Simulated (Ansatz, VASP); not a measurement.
# Ir: VASP beside Ansatz

Contents of INCAR:

```
SYSTEM = Ir
  ALGO = Normal
  EDIFF = 1E-6
  ENCUT = 520
  GGA = PE
  ISIF = 2
  ISMEAR = -1
  LASPH = .TRUE.
  LCHARG = .TRUE.
  LELF = .TRUE.
  LREAL = .FALSE.
  LVHAR = .TRUE.
  LWAVE = .FALSE.
  NBANDS = 16
  NELM = 100
  PREC = Accurate
  SIGMA = 0.05
```

KPOINTS

```
k-points
0
G
  9 9 5
  0 0 0
```

File POSCAR:

```
Ir
1.0
    2.7513778946      0.0000000000      0.0000000000
   -1.3756889473      2.3827631521      0.0000000000
    0.0000000000      0.0000000000      4.5515358000
Ir
2
Direct
    0.3333333333      0.6666666667      0.2500000000
    0.6666666667      0.3333333333      0.7500000000
```

File input.yaml:

```yaml
crystal:
  lattice:
    - [2.7513778946, 0.0, 0.0]
    - [-1.3756889473, 2.3827631521, 0.0]
    - [0.0, 0.0, 4.5515358]
  atoms:
    - { symbol: Ir, position: [0.3333333333, 0.6666666667, 0.25] }
    - { symbol: Ir, position: [0.6666666667, 0.3333333333, 0.75] }
hamiltonian:
  xc: pbe
  pseudopotentials: { kind: paw }
kpoints:
  mp_grid: { grid: [9, 9, 5] }
scf:
  occupations: { method: fermi_dirac, width: 0.05 }
output:
  forces: true
  stress: true
  eigenvalues: true
```

This isn't the form of Ir at room conditions, which is fcc.

Alike in both runs: task single point; functional PBE; k mesh 9 × 9 × 5; occupations fermi-dirac, width 0.05 eV; no spin polarisation.

```csv
,VASP,Ansatz
version,VASP 6.6.1,Ansatz 0.2.0
potentials or method,"VASP PAW PBE potentials, release 64 (Ir)",Ansatz PAW
plane-wave cutoff (eV),520,420
valence electrons in the cell,18,34
```

Ansatz gave:

```
gap on the k mesh at the Fermi level (eV)       : none
pressure (GPa)                                  : -7.8
largest component of the traceless stress (GPa) : 5.66
```

Problem. What did VASP give for the same quantities?

Solution. gap on the k mesh at the Fermi level (eV): none; pressure (GPa): -7.4; largest component of the traceless stress (GPa): 5.62.

A gap of «none» marks a metal or a gap that the smearing closes. With one functional, cell and mesh, what is left measures potentials, basis and numerics. The two sets of potentials don't hold the same shells in valence.

The runs have no spin-orbit coupling, so splittings on Ir are missing.
